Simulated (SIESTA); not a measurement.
Au:

```
Au
1.0
     0.00000    2.03500    2.03500
     2.03500    0.00000    2.03500
     2.03500    2.03500    0.00000
Au
1
Direct
  0.00000 0.00000 0.00000
```

Base run:

```yaml
Program: SIESTA 5.4.2
Functional: PBE
Potentials_or_basis: SPMS 1.0 (PBE files) or PseudoDojo by element
Basis: DZP (energy shift 0.003 Ry; two zetas on semicore shells)
Grid_cutoff: 800 Ry
Energy_shift: 0.003 Ry
k_mesh: 11 × 11 × 11
Occupations: fermi-dirac, width 0.05 eV
Spin: no spin polarisation
```

Its results: band gap on the k mesh none (metal or under the smearing width); pressure 11.3 GPa.

Q: The run is repeated on the same cell with these changes: potentials or basis from SPMS 1.0 (PBE files) or PseudoDojo by element to PseudoDojo 0.4 standard (PBE files). What comes out?

A: Band gap on the k mesh none (metal or under the smearing width); pressure 12.3 GPa.

Caveats: short orbitals over semicore shells can move pressures by several GPa; the basis of atomic orbitals isn't converged, which shifts pressures, moduli and gaps; the valence orbitals were made in a potential fitted to the semicore shell under them, which widens gaps by tenths of an eV or more (some runs).
